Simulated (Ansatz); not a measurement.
```
Ca O
1.0
     0.00000    2.27345    2.27345
     2.27345    0.00000    2.27345
     2.27345    2.27345    0.00000
Ca O
1 1
Direct
  0.00000 0.00000 0.00000
  0.50000 0.50000 0.50000
```

PBE in Ansatz, hard PAW set made for 700 eV, wave cutoff 700 eV, 4×4×4 mesh, fixed fractional positions. The pressure is 28.5 GPa and the gap on the mesh 3.53 eV.

(1) The cell is scaled evenly to 1.128 times its volume. What pressure and gap follow, and what mean bulk modulus do the two pressures imply?

Results:

(1) 7.5 GPa, gap 3.63 eV; B = −ΔP/Δln V ≈ 175 GPa over this range.

The cell is a model at fixed atoms and needn't be the relaxed known crystal. The mesh is coarse, so these values aren't converged.
